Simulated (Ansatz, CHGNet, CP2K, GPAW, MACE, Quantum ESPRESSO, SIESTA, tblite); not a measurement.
# Codes compared on rutile SnO2, size series (72 atoms)

Wanted: errors and costs of other methods on rutile SnO2, size series (72 atoms). A plane-wave run serves as the reference.

Method: Kohn-Sham DFT, PBE, SSSP efficiency 1.3.0 pseudopotentials, plane waves, in Quantum ESPRESSO 7.5.

## Step 1: The structure

The cell holds 72 atoms: 24 Sn and 48 O. Its edges and angles: a = 9.474 Å, b = 9.474 Å, c = 9.558 Å, α = 90.0°, β = 90.0°, γ = 90.0°. It derives from SnO2 (rutile), repeated 2×2×3. Rutile SnO2 (cell 4.737, 4.737, 3.186, 90, 90, 90), 2 x 2 x 3 conventional cells; ideal positions. Then every atom was moved at random, 0.03 Å r.m.s. a Cartesian component.

## Step 2: Reference: Quantum ESPRESSO, plane waves

Contents of pw.in:

```
&control
  calculation = 'scf'
  pseudo_dir = './pseudo'
  outdir = './tmp'
  disk_io = 'none'
  tprnfor = .true.
  tstress = .true.
/
&system
  ibrav = 0
  nat = 72
  ntyp = 2
  ecutwfc = 60
  ecutrho = 480
  nosym = .true.
  occupations = 'smearing'
  smearing = 'fd'
  degauss = 0.003675
/
&electrons
  conv_thr = 3.6e-07
  electron_maxstep = 100
  mixing_beta = 0.4
  mixing_mode = 'plain'
  diagonalization = 'david'
/
ATOMIC_SPECIES
Sn 118.710 Sn.upf
O 15.999 O.upf
CELL_PARAMETERS angstrom
9.47400 0.00000 0.00000
0.00000 9.47400 0.00000
0.00000 0.00000 9.55800
ATOMIC_POSITIONS crystal
Sn 0.99483 0.00434 0.99979
Sn 0.24738 0.24789 0.16772
O 0.15146 0.15925 0.99825
O 0.35040 0.35089 0.00220
O 0.09704 0.40261 0.16250
O 0.40722 0.09616 0.16034
Sn 0.99923 0.00050 0.32872
Sn 0.25062 0.25107 0.50183
O 0.15555 0.15073 0.32948
O 0.34487 0.34619 0.32976
O 0.09883 0.40424 0.50275
O 0.40473 0.09797 0.49937
[... 56 atom lines left out ...]
O 0.65240 0.64857 0.66416
O 0.84911 0.84514 0.66690
O 0.59868 0.90195 0.83484
O 0.89681 0.59361 0.82828
K_POINTS gamma
```

Run with:

```sh
$ OMP_NUM_THREADS=1 mpirun -np 4 pw.x -in pw.in > output.txt
```

Output:

```text
Program PWSCF
     gamma-point specific algorithms are used
     one sub-group per band group will be used
     scalapack distributed-memory algorithm (size of sub-group:  2*  2 procs)
     Parallelization info
     sticks:   dense  smooth     PW     G-vecs:    dense   smooth      PW
     Min        3064    1530    382               257031    90898   11354
     Max        3068    1532    384               257038    90900   11360
     Sum       12265    6125   1533              1028133   363597   45433
     bravais-lattice index     =            0
     lattice parameter (alat)  =      17.9033  a.u.
     unit-cell volume          =    5789.3578 (a.u.)^3
     number of atoms/cell      =           72
     number of atomic types    =            2
     number of electrons       =       624.00
[... lines left out ...]
     scf convergence threshold =      3.6E-07
[... lines left out ...]
     number of k points=     1  Fermi-Dirac smearing, width (Ry)=  0.0037
[... lines left out ...]
     total energy              =   -5914.53059586 Ry
[... lines left out ...]
     total energy              =   -5919.00605024 Ry
[... lines left out ...]
     total energy              =   -5918.99168162 Ry
[... lines left out ...]
     total energy              =   -5919.02678058 Ry
[... lines left out ...]
     total energy              =   -5919.02679523 Ry
[... lines left out ...]
   -11.3160 -11.3113 -11.2684 -11.2663 -11.2373 -11.2222 -11.2146 -11.2056
   -11.1997 -11.1681 -11.1503 -11.1199 -11.0926 -11.0794 -11.0553 -11.0340
[...]
18.4318  18.5133  18.6001  18.6448  18.7067  18.7970  18.9854  19.0296
    19.0701  19.0941  19.5258  19.5474  19.6032  19.6233  19.6959  19.6990
    19.7656  19.8129  20.0538  20.0655  20.2044  20.2432
     the Fermi energy is    10.2595 ev
!    total energy              =   -5919.02679608 Ry
     estimated scf accuracy    <       0.00000015 Ry
     smearing contrib. (-TS)   =      -0.00000128 Ry
     internal energy E=F+TS    =   -5919.02679480 Ry
     The total energy is F=E-TS. E is the sum of the following terms:
     one-electron contribution =   -1539.42467440 Ry
     hartree contribution      =    1272.95231494 Ry
     xc contribution           =   -1508.15492916 Ry
     ewald contribution        =   -3687.83526206 Ry
     one-center paw contrib.   =    -456.56424412 Ry
     convergence has been achieved in  10 iterations
     Forces acting on atoms (cartesian axes, Ry/au):
     atom    1 type  1   force =     0.03939053   -0.01249870    0.01544819
     atom    2 type  1   force =     0.03749595   -0.00677299   -0.04483041
     atom    3 type  2   force =    -0.01388086   -0.01681958    0.00099230
[...]
atom   71 type  2   force =    -0.00032432    0.00265656   -0.03134703
     atom   72 type  2   force =     0.03905444   -0.02370911    0.01691251
     Total force =     0.451603     Total SCF correction =     0.000716
     Computing stress (Cartesian axis) and pressure
          total   stress  (Ry/bohr**3)                   (kbar)     P=      121.89
   0.00073372  -0.00000006   0.00005052          107.93       -0.01        7.43
  -0.00000006   0.00073944  -0.00001477           -0.01      108.78       -2.17
   0.00005052  -0.00001477   0.00101262            7.43       -2.17      148.96
     Message from routine punch:
     Nothing written, as per user request (disk_io='none')
```

Wall time 97 s (4 MPI ranks of Arm Neoverse V2, shared host); peak memory 2.9 GiB.

Banners, paths, timers and routine set-up lines are dropped from the logs unmarked, and long logs keep their key lines alone; longer cuts are marked.

Numbers from this run:

| Item | Value |
| --- | --- |
| r.m.s. force component | 0.79 eV/Å |
| longest force | 3.548 eV/Å |
| pressure | 12.19 GPa |
| gap (highest filled to lowest empty level) | 1.191 eV |

## Step 3: Local order

g(r), total and by pair (bins of 0.1 Å):

| r (Å) | total | O-O | O-Sn | Sn-Sn |
| --- | --- | --- | --- | --- |
| 1.85 | 0.00 | 0.00 | 0.00 | 0.00 |
| 1.95 | 0.95 | 0.00 | 2.14 | 0.00 |
| 2.05 | 7.13 | 0.00 | 16.00 | 0.00 |
| 2.15 | 0.93 | 0.00 | 2.09 | 0.00 |
| 2.25 | 0.00 | 0.00 | 0.00 | 0.00 |
| 2.35 | 0.00 | 0.00 | 0.00 | 0.00 |
| 2.45 | 0.00 | 0.00 | 0.00 | 0.00 |
| 2.55 | 0.57 | 1.27 | 0.00 | 0.00 |
| 2.65 | 0.38 | 0.85 | 0.00 | 0.00 |
| 2.75 | 0.07 | 0.15 | 0.00 | 0.00 |
| 2.85 | 2.76 | 6.22 | 0.00 | 0.00 |
| 2.95 | 3.05 | 6.87 | 0.00 | 0.00 |
| 3.05 | 0.14 | 0.32 | 0.00 | 0.00 |
| 3.15 | 1.14 | 1.60 | 0.00 | 3.81 |
| 3.25 | 0.68 | 1.08 | 0.00 | 1.81 |
| 3.35 | 0.21 | 0.47 | 0.00 | 0.00 |
| 3.45 | 0.80 | 1.80 | 0.00 | 0.00 |
| 3.55 | 1.33 | 0.19 | 2.76 | 0.18 |
| 3.65 | 1.60 | 0.00 | 1.70 | 7.56 |
| 3.75 | 1.95 | 0.00 | 2.22 | 8.66 |
| 3.85 | 0.75 | 0.00 | 1.65 | 0.16 |
| 3.95 | 0.02 | 0.00 | 0.04 | 0.00 |
| 4.05 | 0.43 | 0.97 | 0.00 | 0.00 |
| 4.15 | 1.12 | 1.46 | 1.06 | 0.00 |
| 4.25 | 2.22 | 0.10 | 4.89 | 0.00 |
| 4.35 | 0.17 | 0.00 | 0.38 | 0.00 |
| 4.45 | 0.00 | 0.00 | 0.00 | 0.00 |
| 4.55 | 0.11 | 0.03 | 0.23 | 0.00 |
| 4.65 | 1.52 | 2.29 | 0.93 | 0.76 |
| 4.75 | 2.67 | 2.48 | 2.48 | 4.22 |
| 4.85 | 1.40 | 0.33 | 2.78 | 0.10 |
| 4.95 | 0.86 | 0.05 | 1.89 | 0.00 |
| 5.05 | 1.50 | 3.11 | 0.26 | 0.00 |
| 5.15 | 0.75 | 1.68 | 0.00 | 0.00 |
| 5.25 | 0.43 | 0.97 | 0.00 | 0.00 |
| 5.35 | 1.32 | 2.97 | 0.00 | 0.00 |
| 5.45 | 0.28 | 0.62 | 0.00 | 0.00 |
| 5.55 | 0.35 | 0.02 | 0.75 | 0.08 |
| 5.65 | 2.13 | 1.48 | 2.68 | 2.51 |
| 5.75 | 1.58 | 1.96 | 0.16 | 5.75 |
| 5.85 | 0.77 | 0.05 | 0.45 | 4.92 |
| 5.95 | 1.88 | 1.65 | 2.48 | 0.41 |
| 6.05 | 0.82 | 1.46 | 0.37 | 0.00 |
| 6.15 | 0.77 | 0.05 | 1.69 | 0.00 |

Bonds by pair of elements; cutoffs follow the first minimum of g(r), held within bounds set by covalent radii, and pairs that aren't listed don't count as bonded (cutoffs were set anew for this text, so counts can differ from the run's own analysis):

| pair A-B | cutoff (Å) | bonds | mean length (Å) | spread (Å) | shortest (Å) | B about A | A about B |
| --- | --- | --- | --- | --- | --- | --- | --- |
| O-Sn | 2.52 | 144 | 2.05 | 0.042 | 1.91 | 3 | 6 |

How many atoms have how many bonded neighbours:

| element | mean | 3 | 6 |
| --- | --- | --- | --- |
| O | 3 | 48 | 0 |
| Sn | 6 | 0 | 24 |

Rings of the network by King's shortest-path rule, up to 12 atoms, one path for each pair of neighbours; H, halogens, alkali and alkaline-earth atoms are left out, and the last column divides by all other atoms, bonded or not:

| ring size (atoms) | rings | per network atom |
| --- | --- | --- |
| 4 | 24 | 0.333 |
| 6 | 96 | 1.33 |
| 8 | 66 | 0.917 |

## Step 4: The other programs

The programs:
- CHGNet: machine-learned potential, published weights.
- CP2K 2026.2: Gaussian basis with GTH pseudopotentials and a plane-wave density; labels give functional, basis (MOLOPT sets; SR short-range, UZH the newer set with its own potentials), grid cutoff/relative cutoff and solver (OT: orbital transformation; TRS4, TC2, SIGN: linear-scaling purification with its sparsity filter), or its built-in tight binding.
- GPAW 26.7.0: PAW with atomic orbitals (LCAO), plane waves or a real-space grid of spacing h.
- MACE: machine-learned potential, published weights.
- SIESTA 5.4.2: numerical atomic orbitals, whose automatically made sets are far from complete, with PseudoDojo norm-conserving potentials that we converted to its format (checked against plane waves on the same files for H, C, O, Si, Ge and Ca alone); labels give functional, basis size, energy shift and mesh cutoff.
- tblite 0.8.0: extended tight binding, driven from Python.

All use the same cell and atoms; the electronic-structure runs use the same k-mesh, and an electronic temperature of 580 K (0.05 eV) where levels are smeared.

Differences are against the plane-wave reference, forces as r.m.s. over components; share is that over the reference's r.m.s. force, slope the least-squares factor from reference forces to these. Total energies of different programs have different zeros and aren't compared.

| run | Δ force, r.m.s. (meV/Å) | share (%) | slope | Δ pressure (GPa) | Δ gap (eV) | cores | CPU time | memory (GiB) |
| --- | --- | --- | --- | --- | --- | --- | --- | --- |
| reference | - | - | - | - | - | 4 | 6.5 min | 2.9 |
| CHGNet 0.3.0 potential | 185 | 23.4 | 0.778 | 0.584 | - | 1 | 3.6 s | 1.4 |
| CHGNet r2SCAN potential | 333 | 42.2 | 0.582 | -6.73 | - | 1 | 3.3 s | 1.4 |
| CP2K GFN1-xTB, OT DIIS | 369 | 46.7 | 0.597 | -28.6 | - | 1 | 5.1 s | 0.34 |
| CP2K PBE, DZVP-MOLOPT-SR, 600/50 Ry, OT CG | 58.7 | 7.43 | 0.963 | 2.54 | -0.190 | 4 | 13 min | 3.1 |
| CP2K PBE, SZV-MOLOPT-SR, 600/50 Ry, OT CG (coarse) | 139 | 17.6 | 1.151 | 12.2 | -0.849 | 2 | 6.4 min | 1.2 |
| CP2K PBE, SZV-MOLOPT-SR, 600/50 Ry, TRS4 filter 1e-04, SCF 1e-05 (coarse) | 152 | 19.2 | 1.167 | 12.4 | - | 2 | 44 s | 1.2 |
| CP2K PBE, SZV-MOLOPT-SR, 600/50 Ry, TRS4 filter 1e-06, SCF 1e-06 (coarse) | 136 | 17.2 | 1.144 | 12.2 | - | 2 | 51 s | 1.2 |
| CP2K PBE, SZV-MOLOPT-SR, 600/50 Ry, TRS4 filter 1e-07, SCF 1e-07 (coarse) | 141 | 17.8 | 1.154 | 12.2 | - | 2 | 71 s | 1.2 |
| GPAW LDA, LCAO dzp, h 0.18 Å | 68.4 | 8.65 | 0.967 | - | -0.358 | 1 | 1.7 min | 1.3 |
| GPAW PBE, LCAO dzp, h 0.18 Å | 51.6 | 6.53 | 1.053 | - | -0.232 | 1 | 1.8 min | 1.3 |
| MACE MP-0b2 small potential | 62.9 | 7.96 | 0.943 | -0.185 | - | 1 | 5.5 s | 0.66 |
| SIESTA PBE, DZP, shift 0.01 Ry, mesh 500 Ry | 87.5 | 11.1 | 1.089 | 5.51 | -0.271 | 2 | 5.2 min | 2 |
| SIESTA PBE, SZP, shift 0.01 Ry, mesh 500 Ry (coarse) | 109 | 13.8 | 1.125 | 7.82 | -0.349 | 2 | 4.1 min | 1.8 |
| tblite IPEA1-xTB | 416 | 52.6 | 0.594 | -11.7 | - | 1 | 5.2 s | 0.12 |

Rows marked coarse were listed beforehand as settings not expected to be converged; some can still land near the reference.

Times of the machine-learned potentials are mostly Python's start and the loading of weights.

CPU time is summed over cores on a shared host, where runs went side by side, so it is rough. Symmetry, cutoffs, thresholds, outputs and thread counts weren't matched or tuned between programs; memory under MPI is the largest rank's times the ranks.

Runs without a result: tblite GFN2-xTB (not converged).

Mean charges by element (e), by run and scheme:

| run | scheme | Sn | O |
| --- | --- | --- | --- |
| CP2K GFN1-xTB, OT DIIS | Mulliken | +0.93 | -0.47 |
| CP2K PBE, DZVP-MOLOPT-SR, 600/50 Ry, OT CG | Mulliken | +1.75 | -0.88 |
| SIESTA PBE, DZP, shift 0.01 Ry, mesh 500 Ry | Hirshfeld | +0.56 | -0.28 |
| tblite IPEA1-xTB | Mulliken | +0.47 | -0.24 |

Within one program, basis, potentials and functional, energies share a zero. Each run against its twin at the usual cutoff or grid and solver:

| run | twin | Δ energy (meV/atom) | Δ force, r.m.s. (meV/Å) | CPU time over the twin's |
| --- | --- | --- | --- | --- |
| CP2K PBE, SZV-MOLOPT-SR, 600/50 Ry, TRS4 filter 1e-04, SCF 1e-05 | SZV-MOLOPT-SR, 600/50 Ry, OT CG | 0.374 | 24.2 | 0.12 |
| CP2K PBE, SZV-MOLOPT-SR, 600/50 Ry, TRS4 filter 1e-06, SCF 1e-06 | SZV-MOLOPT-SR, 600/50 Ry, OT CG | 0.121 | 15.9 | 0.13 |
| CP2K PBE, SZV-MOLOPT-SR, 600/50 Ry, TRS4 filter 1e-07, SCF 1e-07 | SZV-MOLOPT-SR, 600/50 Ry, OT CG | 0.0158 | 5.57 | 0.18 |

A second geometry, displaced anew (every atom was moved at random, 0.06 Å r.m.s. a Cartesian component), gives an energy difference that all programs can be tested on. The reference puts it at 106.8 meV/atom.

| run | energy less the first geometry's (meV/atom) | error (meV/atom) | force share at the second geometry (%) |
| --- | --- | --- | --- |
| MACE MP-0b2 small potential | 99.80 | -6.96 | 7.71 |
| SIESTA PBE, DZP, shift 0.01 Ry, mesh 500 Ry | 114.9 | 8.08 | 10.1 |
| CHGNet 0.3.0 potential | 84.41 | -22.4 | 18.0 |
| tblite IPEA1-xTB | 60.90 | -45.9 | 46.8 |
| CP2K PBE, DZVP-MOLOPT-SR, 600/50 Ry, OT CG | 104.6 | -2.12 | 5.89 |
| GPAW PBE, LCAO dzp, h 0.18 Å | 111.3 | 4.56 | 5.59 |
| CP2K GFN1-xTB, OT DIIS | 61.22 | -45.6 | 46.8 |
| CHGNet r2SCAN potential | 64.92 | -41.8 | 35.4 |
| SIESTA PBE, SZP, shift 0.01 Ry, mesh 500 Ry | 118.5 | 11.8 | 13.2 |
| CP2K PBE, SZV-MOLOPT-SR, 600/50 Ry, OT CG | 121.6 | 14.8 | 12.7 |
| GPAW LDA, LCAO dzp, h 0.18 Å | 104.1 | -2.72 | 4.26 |

## Step 5: Outcome

| Quantity | Value |
| --- | --- |
| reference r.m.s. force component | 0.790 eV/Å |
| nearest in forces | GPAW PBE, LCAO dzp, h 0.18 Å, 6.5 % |
| farthest in forces | tblite IPEA1-xTB, 53 % |
| cheapest electronic-structure run beside the reference | CP2K GFN1-xTB, OT DIIS, 5.1 s of CPU time |

**Reading.** The PBE runs in local orbitals, coarse settings apart, differ by 6.5 % (GPAW PBE, LCAO dzp, h 0.18 Å) to 11 % (SIESTA PBE, DZP, shift 0.01 Ry, mesh 500 Ry); basis, grid and potentials can all enter. Tight binding differs by 47 % (CP2K GFN1-xTB, OT DIIS) to 53 % (tblite IPEA1-xTB); it is another model, with fitted parameters of its own, and the xTB methods hold dispersion. Machine-learned potentials differ by 8.0 % (MACE MP-0b2 small potential) to 42 % (CHGNet r2SCAN potential); they were trained on other programs' data, some at another functional. Among those trained on PBE data the slope goes as low as 0.78, which softening far from their training structures can give, though the reference's k-sampling is untested too. Rows with another functional or a dispersion term differ by 8.7 % (GPAW LDA, LCAO dzp, h 0.18 Å), which mixes the change of model with differences of basis and potentials. IPEA1-xTB was fitted to ionisation energies and electron affinities, not to forces or charges. Runs with settings chosen to be coarse differ by 14 % (SIESTA PBE, SZP, shift 0.01 Ry, mesh 500 Ry) to 19 % (CP2K PBE, SZV-MOLOPT-SR, 600/50 Ry, TRS4 filter 1e-04, SCF 1e-05), their programs' other errors included. Of the electronic-structure runs that take under half the reference's CPU time, GPAW PBE, LCAO dzp, h 0.18 Å comes nearest, at 6.5 % in 1.8 min against 6.5 min. CP2K PBE, SZV-MOLOPT-SR, 600/50 Ry, TRS4 filter 1e-04, SCF 1e-05 stiffens the forces by a factor of 1.17 while following their directions (correlation 0.997); the slopes of the 6 CP2K runs lie between 0.60 and 1.17. At the same functional, gaps differ from the reference's 1.19 eV by between -0.85 and -0.19 eV. These are spacings on the run's k-points, which needn't hold the band edges. In pressure, CP2K PBE, SZV-MOLOPT-SR, 600/50 Ry, TRS4 filter 1e-04, SCF 1e-05 misses by +12.4 GPa, at the same functional. Charges hang on model, scheme and program or settings: among these rows the mean for Sn runs from +0.47 to +1.75 e. With TRS4, tightening the sparsity filter from 1e-04 to 1e-07, and the SCF threshold with it, takes the force difference from the cubic solver from 24 to 5.6 meV/Å, and the CPU time from 0.12 to 0.18 times the cubic solver's. The energy difference between the two geometries, 107 meV/atom in the reference, is met best by CP2K PBE, DZVP-MOLOPT-SR, 600/50 Ry, OT CG (-2.12) and worst by tblite IPEA1-xTB (-45.9) and CP2K GFN1-xTB, OT DIIS (-45.6). In the reference: filled and empty levels are parted by 1.19 eV on the run's k-points; the mesh holds the band edges only if they fold onto it, so the gap at this level can be narrower or closed, while semilocal functionals tend to narrow gaps against experiment. In the reference: for some of the pairs, g(r) has its first main peak near 2.90 Å (O-O) and 2.05 Å (O-Sn). Periodic xTB results under one method name differ between programs and library versions. The potentials hold different valence shells: 624 electrons in the reference, 384 in CP2K with SZV-MOLOPT-SR; this bears on time and differences. The reference's pressure holds the uncorrected Pulay stress of its 60 Ry basis, so small pressure differences, and their order, may be the reference's own error. Machine-learned potentials mimic data converged in k, so the reference's own k-point error enters their differences. The reference's stress is far from hydrostatic: its diagonal is 10.8, 10.9, 14.9 GPa, compression counted positive. The reference's pressure of 12 GPa says that the cell would expand at this level of theory. The electronic-structure runs sample only Γ, in a cell whose shortest periodic width is 9 Å.

[Also dropped from logs without a mark: logging warnings of Python, and SIESTA's first energy breakdown and zero terms.]

[Logs are printed without paths, hosts, clocks, repeated set-up lines and the standing remarks that a program may print on its own settings, such as how far it seeks lower states.]

[Hosts, paths, dates, database ids (printed as entryN), source tags and the programs' standing remarks are cut or masked in the printed files.]
